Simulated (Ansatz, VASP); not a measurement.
# Cross-check of ZnSe (Stilleite) between VASP and Ansatz

One calculation is typed for both programs; each brings its own data sets. How far apart do they land? The cell is taken from a series of runs on this material, whose earlier steps may have relaxed, scaled, displaced or heated it; both programs get it as it stands.

Method: plane waves, with VASP 6.6.1 beside it; zone-centre phonons at LDA, in Ansatz 0.2.0.

## (1) Starting point

Symmetry: I-4m2, No. 119, tetragonal system. The conventional cell has a = 3.908 Å, b = 3.908 Å, c = 5.679 Å, α = 90.00°, β = 90.00°, γ = 90.00°. Nearest to Zn lie 4 Se at 2.42 Å. Nearest to Se lie 4 Zn at 2.42 Å. Farther neighbours and most contacts between anions are not listed.

## (2) VASP: zone-centre phonons, LDA

Second derivatives magnify differences that forces hide, and they need a tight electronic threshold.

Lines of VASP's logs that name or quote its potential files are left out, and so is its time.

INCAR

```
SYSTEM = ZnSe
PREC = Accurate
ENCUT = 500
EDIFF = 1E-08
NELM = 120
ISMEAR = 0
SIGMA = 0.01
LREAL = .FALSE.
ALGO = Normal
GGA = CA
NBANDS = 15
LORBIT = 11
LWAVE = .FALSE.
LCHARG = .FALSE.
ISIF = 2
IBRION = 8
LEPSILON = .TRUE.
LASPH = .TRUE.
GGA_COMPAT = .FALSE.
EFERMI = MIDGAP
KPAR = 2
```

POSCAR

```
ZnSe
1.0
    0.0000000000      2.7630556115      2.8393489342
    2.7630556115      0.0000000000      2.8393489342
    2.7630556115      2.7630556115      0.0000000000
Zn Se
1 1
Direct
    0.0000000000      0.0000000000      0.0000000000
    0.7500000000      0.7500000000      0.7500000000
```

KPOINTS

```
Automatic mesh
0
Gamma
12 12 12
0 0 0
```

Potentials, in the order of the species: Zn and Se (LDA family, release 64).

Started as:

```console
> mpirun -np 2 vasp_std
```

Numbers of over 12 decimals in the logs are rounded to 6 here.

Log:

```text
[banner, memory and clock lines left out]
running    2 mpi-ranks, on    1 nodes
 distrk:  each k-point on    1 cores,    2 groups
 distr:  one band on    1 cores,    1 groups

 POSCAR found type information on POSCAR ZnSe
 POSCAR found :  2 types and       2 ions
 LDA part: xc-table for (Slater(with rela. corr.)+CA(PZ))
 , standard interpolation
 POSCAR, INCAR and KPOINTS ok, starting setup
 FFT: planning ... GRIDC
 FFT: planning ... GRID_SOFT
 FFT: planning ... GRID
 WAVECAR not read
 entering main loop
       N       E                     dE             d eps       ncg     rms          rms(c)
DAV:   1     0.835696640543E+02    0.83570E+02   -0.86834E+03  4890   0.136E+03
DAV:   2    -0.229503471157E+01   -0.85865E+02   -0.81285E+02  5373   0.255E+02
DAV:   3    -0.763619140604E+01   -0.53412E+01   -0.53189E+01  5996   0.636E+01
DAV:   4    -0.768151487195E+01   -0.45323E-01   -0.45317E-01  5772   0.623E+00
DAV:   5    -0.768174462329E+01   -0.22975E-03   -0.22975E-03  6255   0.409E-01    0.524E+00
DAV:   6    -0.740131480522E+01    0.28043E+00   -0.59412E-01  7039   0.273E+01    0.396E+00
DAV:   7    -0.737522221436E+01    0.26093E-01   -0.16417E-01  5863   0.411E+00    0.164E+00
DAV:   8    -0.737080939106E+01    0.44128E-02   -0.35471E-03  7272   0.828E-01    0.426E-01
DAV:   9    -0.737025010686E+01    0.55928E-03   -0.95103E-04  5842   0.262E-01    0.590E-02
DAV:  10    -0.737026768132E+01   -0.17574E-04   -0.11766E-04  6050   0.117E-01    0.185E-02
DAV:  11    -0.737026052920E+01    0.71521E-05   -0.15598E-05  7475   0.646E-02    0.446E-03
DAV:  12    -0.737026057158E+01   -0.42381E-07   -0.25373E-06  5786   0.118E-02    0.120E-03
DAV:  13    -0.737026059541E+01   -0.23823E-07   -0.88420E-08  6157   0.258E-03    0.486E-04
DAV:  14    -0.737026059638E+01   -0.97566E-09   -0.82632E-10  3544   0.493E-04
   1 F= -.73702606E+01 E0= -.73702606E+01  d E =0.000000E+00
 Linear response reoptimize wavefunctions to high precision
DAV:   1    -0.737026059545E+01    0.93223E-09   -0.14405E-09  4608   0.734E-04
DAV:   2    -0.737026059548E+01   -0.31378E-10   -0.43005E-10  2956   0.149E-04
 Linear response G [H, r] |phi>, progress :
  Direction:   1
       N       E                     dE             d eps       ncg     rms
RMM:   1    -0.509301651881E+02   -0.50930E+02    0.18856E+02  8014   0.702E+01
RMM:   2    -0.531836253008E+02   -0.22535E+01   -0.95479E+00  8358   0.234E+01
RMM:   3    -0.533440833095E+02   -0.16046E+00   -0.38068E-01  8780   0.487E+00
RMM:   4    -0.533546837059E+02   -0.10600E-01   -0.20845E-02  9244   0.958E-01
RMM:   5    -0.533551284155E+02   -0.44471E-03   -0.18117E-03  9393   0.244E-01
RMM:   6    -0.533551827928E+02   -0.54377E-04   -0.11811E-04  9500   0.666E-02
RMM:   7    -0.533551880163E+02   -0.52235E-05    0.40735E-05  9500   0.210E-02
RMM:   8    -0.533551857805E+02    0.22358E-05    0.24351E-04  8347   0.724E-03
RMM:   9    -0.533551984941E+02   -0.12714E-04    0.92142E-05  7506   0.272E-03
RMM:  10    -0.533551961215E+02    0.23726E-05    0.11102E-04  6893   0.124E-03
RMM:  11    -0.533551964999E+02   -0.37842E-06    0.14849E-04  6081   0.676E-04
RMM:  12    -0.533551957879E+02    0.71204E-06    0.11554E-04  5500   0.496E-04
RMM:  13    -0.533551948525E+02    0.93542E-06    0.14494E-04  4976   0.420E-04
RMM:  14    -0.533551942504E+02    0.60205E-06    0.18271E-04  4579   0.395E-04
RMM:  15    -0.533551951097E+02   -0.85926E-06    0.16571E-04  4242   0.387E-04
RMM:  16    -0.533552036651E+02   -0.85554E-05    0.31549E-05  3919   0.384E-04
 Linear response G [H, r] |phi>, progress :
  Direction:   2
       N       E                     dE             d eps       ncg     rms
RMM:   1    -0.472993733867E+02   -0.47299E+02    0.20996E+02  7915   0.709E+01
RMM:   2    -0.504905852264E+02   -0.31912E+01   -0.86184E+00  8298   0.225E+01
RMM:   3    -0.506352789572E+02   -0.14469E+00   -0.32041E-01  8692   0.448E+00
RMM:   4    -0.506428585877E+02   -0.75796E-02   -0.17917E-02  9282   0.908E-01
RMM:   5    -0.506433534520E+02   -0.49486E-03   -0.13261E-03  9301   0.226E-01
RMM:   6    -0.506434463373E+02   -0.92885E-04   -0.41478E-04  9488   0.618E-02
RMM:   7    -0.506434570092E+02   -0.10672E-04   -0.32720E-04  9422   0.197E-02
RMM:   8    -0.506434543664E+02    0.26427E-05   -0.95984E-04  8327   0.678E-03
RMM:   9    -0.506434434253E+02    0.10941E-04   -0.85548E-04  7354   0.267E-03
RMM:  10    -0.506434281811E+02    0.15244E-04   -0.64573E-04  6787   0.125E-03
RMM:  11    -0.506434323514E+02   -0.41703E-05   -0.73192E-04  6009   0.774E-04
RMM:  12    -0.506434295843E+02    0.27671E-05   -0.63060E-04  5510   0.574E-04
RMM:  13    -0.506434303566E+02   -0.77233E-06   -0.70350E-04  4953   0.528E-04
RMM:  14    -0.506434313908E+02   -0.10342E-05   -0.66629E-04  4575   0.503E-04
RMM:  15    -0.506434209639E+02    0.10427E-04   -0.65211E-04  4185   0.490E-04
RMM:  16    -0.506434189793E+02    0.19846E-05   -0.54931E-04  3877   0.493E-04
 Linear response G [H, r] |phi>, progress :
  Direction:   3
[...]
RMM:   6    -0.855371814223E+00   -0.39960E-07   -0.16394E-06  7228   0.244E-03
RMM:   7    -0.855371836756E+00   -0.22533E-07   -0.26072E-07  5616   0.938E-04
RMM:   8    -0.855371835620E+00    0.11355E-08   -0.37380E-08  5611   0.361E-04
 change of polarisation eV/A/(eV/A) component  3 :     0.627    -0.407     1.711
[...]
RMM:   1    -0.795588372283E+00   -0.79559E+00   -0.32733E+00 11395   0.363E+00
RMM:   2    -0.855004007499E+00   -0.59416E-01   -0.13701E-02 14748   0.697E-01    0.140E+00
RMM:   3    -0.813835328023E+00    0.41169E-01   -0.25600E-02 14269   0.878E-01    0.744E-01
RMM:   4    -0.826785169388E+00   -0.12950E-01   -0.28404E-02 14783   0.884E-01    0.142E-01
RMM:   5    -0.834427049430E+00   -0.76419E-02   -0.11949E-03 14820   0.188E-01    0.276E-02
RMM:   6    -0.835220602490E+00   -0.79355E-03   -0.59860E-05 14155   0.472E-02    0.156E-02
RMM:   7    -0.835456247292E+00   -0.23564E-03   -0.57709E-06 14923   0.138E-02    0.124E-03
RMM:   8    -0.835469947986E+00   -0.13701E-04   -0.60366E-07 14670   0.273E-03    0.850E-04
RMM:   9    -0.835467768521E+00    0.21795E-05   -0.16811E-07 15361   0.946E-04    0.956E-05
RMM:  10    -0.835469881185E+00   -0.21127E-05   -0.51153E-08 12351   0.255E-04    0.459E-05
RMM:  11    -0.835470622620E+00   -0.74143E-06   -0.12662E-08 11206   0.121E-04    0.131E-05
RMM:  12    -0.835470449622E+00    0.17300E-06   -0.39804E-09  5965   0.567E-05    0.456E-06
 change of polarisation eV/A/(eV/A) component  3 :     0.521     0.062     1.582
 dielectric tensor                  component  3 :     2.175     0.258     7.601
 Linear response DOF=           4
 Linear response progress:
  Degree of freedom:   1/  4
       N       E                     dE             d eps       ncg     rms          rms(c)
RMM:   1    -0.212820688145E+00   -0.21282E+00   -0.84099E-03 19983   0.206E+00
RMM:   2    -0.211037741100E+00    0.17829E-02   -0.24769E-03 22709   0.386E-01    0.883E-02
RMM:   3    -0.210797667336E+00    0.24007E-03   -0.37502E-05 25862   0.484E-02    0.531E-02
RMM:   4    -0.210504945870E+00    0.29272E-03   -0.17124E-05 26682   0.286E-02    0.278E-03
RMM:   5    -0.210522283560E+00   -0.17338E-04   -0.59629E-07 27529   0.539E-03    0.785E-04
RMM:   6    -0.210520609116E+00    0.16744E-05   -0.45042E-08 27971   0.103E-03    0.331E-04
RMM:   7    -0.210520388780E+00    0.22034E-06   -0.69992E-09 27724   0.311E-04    0.338E-05
RMM:   8    -0.210520075667E+00    0.31311E-06   -0.98829E-10 27602   0.100E-04    0.115E-05
RMM:   9    -0.210520083038E+00   -0.73707E-08    0.54599E-10 28493   0.349E-05    0.377E-06
 first order change of Fermi-energy  -0.69125E-05
 force on displaced ion       1 direction 1 :  -6.181   0.000  -0.000
 Born effective charge ion    1 direction 1 :   1.948   0.000   0.000
 Linear response progress:
  Degree of freedom:   2/  4
       N       E                     dE             d eps       ncg     rms          rms(c)
RMM:   1    -0.212913143376E+00   -0.21291E+00   -0.88506E-03 11778   0.205E+00
RMM:   2    -0.211194369717E+00    0.17188E-02   -0.25074E-03 13359   0.382E-01    0.903E-02
RMM:   3    -0.210955301319E+00    0.23907E-03   -0.35992E-05 15121   0.481E-02    0.541E-02
RMM:   4    -0.210664874852E+00    0.29043E-03   -0.16367E-05 15640   0.279E-02    0.269E-03
RMM:   5    -0.210682088677E+00   -0.17214E-04   -0.55534E-07 16067   0.520E-03    0.698E-04
RMM:   6    -0.210680906075E+00    0.11826E-05   -0.36916E-08 16358   0.993E-04    0.324E-04
RMM:   7    -0.210680538463E+00    0.36761E-06   -0.68603E-09 16049   0.295E-04    0.390E-05
RMM:   8    -0.210680199364E+00    0.33910E-06   -0.78504E-10 16126   0.101E-04    0.109E-05
RMM:   9    -0.210680200038E+00   -0.67431E-09   -0.91432E-11 16690   0.343E-05    0.416E-06
 first order change of Fermi-energy  -0.56596E+00
 force on displaced ion       1 direction 3 :   0.000   0.000  -6.331
 Born effective charge ion    1 direction 3 :   0.000   0.000   2.033
 Linear response progress:
  Degree of freedom:   3/  4
       N       E                     dE             d eps       ncg     rms          rms(c)
RMM:   1    -0.825161509244E-01   -0.82516E-01    0.10355E-01 34739   0.175E+00
RMM:   2    -0.818713215482E-01    0.64483E-03   -0.32077E-03 22470   0.507E-01    0.120E-01
RMM:   3    -0.820370156250E-01   -0.16569E-03   -0.17633E-04 25192   0.104E-01    0.657E-02
RMM:   4    -0.823219310127E-01   -0.28492E-03   -0.39953E-05 25454   0.447E-02    0.804E-03
RMM:   5    -0.823291394259E-01   -0.72084E-05   -0.12080E-06 25785   0.852E-03    0.389E-03
RMM:   6    -0.823201772450E-01    0.89622E-05   -0.91814E-08 25548   0.221E-03    0.156E-03
RMM:   7    -0.823163037994E-01    0.38734E-05   -0.42587E-08 25712   0.839E-04    0.291E-04
RMM:   8    -0.823181943803E-01   -0.18906E-05   -0.68027E-09 26453   0.273E-04    0.386E-05
RMM:   9    -0.823183319416E-01   -0.13756E-06   -0.17942E-09 26583   0.863E-05    0.110E-05
RMM:  10    -0.823182356186E-01    0.96323E-07    0.38211E-10 26675   0.217E-05    0.353E-06
RMM:  11    -0.823182462183E-01   -0.10600E-07   -0.17848E-11 23509   0.788E-06    0.188E-06
RMM:  12    -0.823182503993E-01   -0.41810E-08    0.18816E-10 14382   0.322E-06    0.229E-07
 first order change of Fermi-energy   0.52731E-04
 force on displaced ion       2 direction 1 :  -6.206  -0.000  -0.000
 Born effective charge ion    2 direction 1 :  -1.954   0.000   0.000
 Linear response progress:
  Degree of freedom:   4/  4
       N       E                     dE             d eps       ncg     rms          rms(c)
RMM:   1    -0.825989560611E-01   -0.82599E-01    0.10706E-01 20025   0.177E+00
RMM:   2    -0.820416543527E-01    0.55730E-03   -0.32087E-03 13371   0.499E-01    0.123E-01
RMM:   3    -0.822145038497E-01   -0.17285E-03   -0.17605E-04 14737   0.103E-01    0.670E-02
RMM:   4    -0.825090100822E-01   -0.29451E-03   -0.45023E-05 14916   0.464E-02    0.835E-03
RMM:   5    -0.825131225708E-01   -0.41125E-05   -0.16490E-06 14998   0.927E-03    0.395E-03
RMM:   6    -0.825045893971E-01    0.85332E-05   -0.12486E-07 14943   0.246E-03    0.180E-03
RMM:   7    -0.825001146712E-01    0.44747E-05   -0.29729E-08 15011   0.953E-04    0.371E-04
RMM:   8    -0.825022469511E-01   -0.21323E-05   -0.62067E-09 15416   0.317E-04    0.529E-05
RMM:   9    -0.825024300478E-01   -0.18310E-06   -0.11906E-09 15620   0.987E-05    0.140E-05
RMM:  10    -0.825023292260E-01    0.10082E-06    0.15947E-10 15681   0.229E-05    0.515E-06
RMM:  11    -0.825023475822E-01   -0.18356E-07   -0.16447E-10 13648   0.789E-06    0.210E-06
RMM:  12    -0.825023523948E-01   -0.48126E-08   -0.54684E-11  9183   0.331E-06    0.211E-07
 first order change of Fermi-energy   0.56657E+00
 force on displaced ion       2 direction 3 :  -0.000  -0.000  -6.346
 Born effective charge ion    2 direction 3 :   0.000   0.000  -2.038
 Born effective charges drift removed
 Linear response finished
```

OUTCAR, selected parts (step 2):

```text
ion  position               nearest neighbor table
   1  0.000  0.000  0.000-   2 2.42   2 2.42   2 2.42   2 2.42
   2  0.750  0.750  0.750-   1 2.42   1 2.42   1 2.42   1 2.42

  LATTYP: Found a body centered tetragonal cell.
 ALAT       =     3.9075507194
 C/A-ratio  =     1.4532627408

 Subroutine GETGRP returns: Found  8 space group operations
 (whereof  8 operations were pure point group operations)

The static configuration has the point symmetry D_2d.

 Found    163 irreducible k-points:

   k-points           NKPTS =    163   k-points in BZ     NKDIM =    163   number of bands    NBANDS=     15

   dimension x,y,z NGX =    30 NGY =   30 NGZ =   28
   dimension x,y,z NGXF=    60 NGYF=   60 NGZF=   56

   ENCUT  =  500.0 eV  36.75 Ry    6.06 a.u.   7.22  7.22  7.12*2*pi/ulx,y,z

   NELECT =      18.0000    total number of electrons

 k-points in reciprocal lattice and weights: Automatic mesh
   0.00000000  0.00000000  0.00000000       0.001
   0.08333333  0.00000000  0.00000000       0.005
   0.16666667  0.00000000  0.00000000       0.005
   0.25000000  0.00000000  0.00000000       0.005
   0.33333333  0.00000000  0.00000000       0.005
   0.41666667  0.00000000  0.00000000       0.005
   0.50000000  0.00000000  0.00000000       0.002
   0.08333333  0.08333333  0.00000000       0.001
   0.16666667  0.08333333  0.00000000       0.005
[...]
-0.33333333  0.16666667  0.50000000       0.002
  -0.25000000  0.25000000  0.50000000       0.001

 average (electrostatic) potential at core
       1 -37.8899       2 -61.8415

  Total        0.0989705      0.0989705     -0.1986094      0.0000000      0.0000000      0.0000000
  in kB        3.6575326      3.6575326     -7.3397691      0.0000000      0.0000000      0.0000000
  external PRESSURE =      -0.0082346 kB  Pullay stress =       0.0000000 kB

  energy-cutoff  :      500.00
  volume of cell :       43.35
      direct lattice vectors                 reciprocal lattice vectors
     0.000000000  2.763055612  2.839348934    -0.180959079  0.180959079  0.176096708
     2.763055612  0.000000000  2.839348934     0.180959079 -0.180959079  0.176096708
     2.763055612  2.763055612  0.000000000     0.180959079  0.180959079 -0.176096708

 POSITION                                       TOTAL-FORCE (eV/Angst)
 -----------------------------------------------------------------------------------
      0.00000      0.00000      0.00000        -0.000000     -0.000000     -0.000000
      4.14458      4.14458      4.25902         0.000000      0.000000      0.000000
 -----------------------------------------------------------------------------------
    total drift:                                0.000005      0.000005      0.000009

 MACROSCOPIC STATIC DIELECTRIC TENSOR (including local field effects in DFT)
 ------------------------------------------------------
           7.530622     0.000000     0.000000
           0.000000     7.530622     0.000000
           0.000000    -0.000000     7.601226
 ------------------------------------------------------

 PIEZOELECTRIC TENSOR (including local field effects)  for field in x, y, z        (C/m^2)
          XX          YY          ZZ          XY          YZ          ZX
  --------------------------------------------------------------------------------
  x    -0.00000     0.00000     0.00000     0.00000     0.69740     0.00000
  y     0.00000    -0.00000    -0.00000     0.00000     0.00000     0.69740
  z     0.00000     0.00000     0.00000     0.66491     0.00000     0.00000

 BORN EFFECTIVE CHARGES (including local field effects) (in |e|, cummulative output)
 ---------------------------------------------------------------------------------
 ion    1
    1     1.95180     0.00000     0.00000
    2     0.00000     1.95180     0.00000
    3     0.00000     0.00000     2.03572
 ion    2
    1    -1.95180     0.00000     0.00000
    2    -0.00000    -1.95180     0.00000
    3     0.00000     0.00000    -2.03572

 Eigenvectors and eigenvalues of the dynamical matrix
 ----------------------------------------------------

   1 f  =    6.580562 THz    41.346889 2PiTHz  219.503911 cm-1    27.215004 meV
             X         Y         Z           dx          dy          dz
      0.000000  0.000000  0.000000     0.000000    0.000000   -0.739196
      4.144583  4.144583  4.259023     0.000000   -0.000000    0.673491

   2 f  =    6.504709 THz    40.870292 2PiTHz  216.973735 cm-1    26.901302 meV
             X         Y         Z           dx          dy          dz
      0.000000  0.000000  0.000000     0.738946   -0.000000    0.000000
      4.144583  4.144583  4.259023    -0.673764    0.000000    0.000000

   3 f  =    6.504709 THz    40.870292 2PiTHz  216.973735 cm-1    26.901302 meV
             X         Y         Z           dx          dy          dz
      0.000000  0.000000  0.000000    -0.000000   -0.738946   -0.000000
      4.144583  4.144583  4.259023     0.000000    0.673764    0.000000

   4 f/i=    0.003923 THz     0.024648 2PiTHz    0.130851 cm-1     0.016223 meV
             X         Y         Z           dx          dy          dz
      0.000000  0.000000  0.000000    -0.000000    0.000000    0.673491
      4.144583  4.144583  4.259023    -0.000000    0.000000    0.739196

   5 f/i=    0.006287 THz     0.039500 2PiTHz    0.209701 cm-1     0.026000 meV
             X         Y         Z           dx          dy          dz
      0.000000  0.000000  0.000000    -0.548563    0.391199   -0.000000
      4.144583  4.144583  4.259023    -0.601633    0.429045   -0.000000

   6 f/i=    0.006287 THz     0.039500 2PiTHz    0.209701 cm-1     0.026000 meV
             X         Y         Z           dx          dy          dz
      0.000000  0.000000  0.000000     0.391199    0.548563   -0.000000
      4.144583  4.144583  4.259023     0.429045    0.601633   -0.000000

 MACROSCOPIC STATIC DIELECTRIC TENSOR IONIC CONTRIBUTION
 ------------------------------------------------------
           2.567266    -0.000000     0.000000
          -0.000000     2.567266     0.000000
           0.000000     0.000000     2.728979
 ------------------------------------------------------

 ELASTIC MODULI CONTR FROM IONIC RELAXATION (kBar)
 Direction    XX          YY          ZZ          XY          YZ          ZX
 --------------------------------------------------------------------------------
 XX           0.0000      0.0000      0.0000      0.0000      0.0000      0.0000
 YY           0.0000      0.0000      0.0000      0.0000      0.0000      0.0000
 ZZ           0.0000      0.0000      0.0000      0.0000      0.0000      0.0000
 XY           0.0000      0.0000      0.0000   -225.6665      0.0000      0.0000
 YZ           0.0000      0.0000      0.0000      0.0000   -221.2195      0.0000
 ZX           0.0000      0.0000      0.0000      0.0000      0.0000   -206.5044
 --------------------------------------------------------------------------------

 PIEZOELECTRIC TENSOR IONIC CONTR  for field in x, y, z        (C/m^2)
          XX          YY          ZZ          XY          YZ          ZX
  --------------------------------------------------------------------------------
  x     0.00000     0.00000     0.00000     0.00000    -0.70912     0.00000
  y     0.00000     0.00000     0.00000     0.00000     0.00000    -0.68513
  z     0.00000     0.00000     0.00000    -0.73842     0.00000     0.00000
```

The dielectric response converges more slowly with the mesh than energies do, so tensor and charges may still move on a finer one.

(Part 1 of 2 ends here.)

[Lines on the potential files, build, host, timing and source positions are cut from VASP's logs without a mark.]

[Logs are printed without paths, hosts, clocks, repeated set-up lines and the standing remarks that a program may print on its own settings, such as how far it seeks lower states.]

[Hosts, paths, dates, database ids (printed as entryN), source tags and the programs' standing remarks are cut or masked in the printed files.]
